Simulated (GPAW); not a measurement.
The system is PtS2.

```
Pt S
1.0
     3.54320    0.00000    0.00000
    -1.77160    3.06850    0.00000
     0.00000    0.00000    5.03880
Pt S
1 2
Direct
  0.00000 0.00000 0.00000
  0.66667 0.33333 0.77300
  0.33333 0.66667 0.22700
```

Base run:

| Quantity | Value |
| --- | --- |
| Program | GPAW 26.7.0 |
| Functional | LDA |
| Potentials or basis | the program's PAW data sets (release 1.2.1) made for this functional |
| Cutoff | 600 eV |
| Basis | pw |
| k mesh | 9 × 9 × 5 |
| Occupations | fermi-dirac, width 0.05 eV |
| Spin | no spin polarisation |

Its results: band gap on the k mesh 0.89 eV, indirect (least direct gap 0.94 eV); pressure 3.0 GPa; largest force 0.765 eV/Å.

Q: After a change of settings the same cell gave: band gap on the k mesh 1.03 eV, indirect (least direct gap 1.07 eV); pressure 14.0 GPa; largest force 1.364 eV/Å. Which change was it?
A. functional from LDA to r2SCAN; potentials or basis from the program's PAW data sets (release 1.2.1) made for this functional to GPAW PAW data sets (gpaw-data 1.2.1)
B. functional from LDA to revPBE
C. functional from LDA to BLYP; potentials or basis from the program's PAW data sets (release 1.2.1) made for this functional to PAW data sets generated in the run's folder for this functional
D. functional from LDA to SCAN; potentials or basis from the program's PAW data sets (release 1.2.1) made for this functional to GPAW PAW data sets (gpaw-data 1.2.1)

A: B.

revPBE binds less tightly than LDA, so the same cell stands under more pressure.

Caveats: spin-orbit coupling is left out, which moves the levels of the heavy elements; an odd mesh through Γ misses points on the zone boundary, where band edges often lie; forces of over 1 eV/Å show positions far from the minimum, so gaps and moduli don't describe the material at rest (some runs).
